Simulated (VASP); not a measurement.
Crystal: BaS.

```xyz
2
Lattice="0.0000 3.1938 3.1938 3.1938 0.0000 3.1938 3.1938 3.1938 0.0000" Properties=species:S:1:pos:R:3 pbc="T T T"
Ba    0.0000    0.0000    0.0000
S     3.1938    3.1938    3.1938
```

| Quantity | Value |
| --- | --- |
| Program | VASP 6.6.1 |
| Task | single point |
| Functional | PBE |
| Potentials or basis | VASP PAW PBE potentials, release 64 (Ba_sv, S) |
| Cutoff | 520 eV |
| k mesh | 7 × 7 × 7 |
| Occupations | fermi-dirac, width 0.05 eV |
| Spin | no spin polarisation |

On this cell: pressure 1.4 GPa; largest force zero by symmetry; band gap on the k mesh 2.17 eV, indirect (least direct gap 2.31 eV).

The same run follows on a disturbed copy (atoms moved at random, drawn with an rms of 0.05 Å):

```
CELL_PARAMETERS angstrom
0.00000 3.19375 3.19375
3.19375 0.00000 3.19375
3.19375 3.19375 0.00000
ATOMIC_POSITIONS crystal
Ba 0.99913 0.00938 0.00649
S 0.50343 0.49802 0.49997
```

Question: What changes?

Answer: The energy moves by +2.0 meV/atom; pressure 1.5 GPa; largest force 0.132 eV/Å; band gap on the k mesh 2.18 eV, indirect (least direct gap 2.32 eV).

Forces on the atoms (eV/Å):
```
Ba  -0.122 -0.015 -0.047
S    0.122  0.015  0.047
```

Stress tensor (GPa, compression positive):
```
 1.56  0.00 -0.01
 0.00  1.41  0.00
-0.01  0.00  1.43
```

Caveats: spin-orbit coupling is left out, which moves the levels of the heavy elements; an odd mesh through Γ misses points on the zone boundary, where band edges often lie.
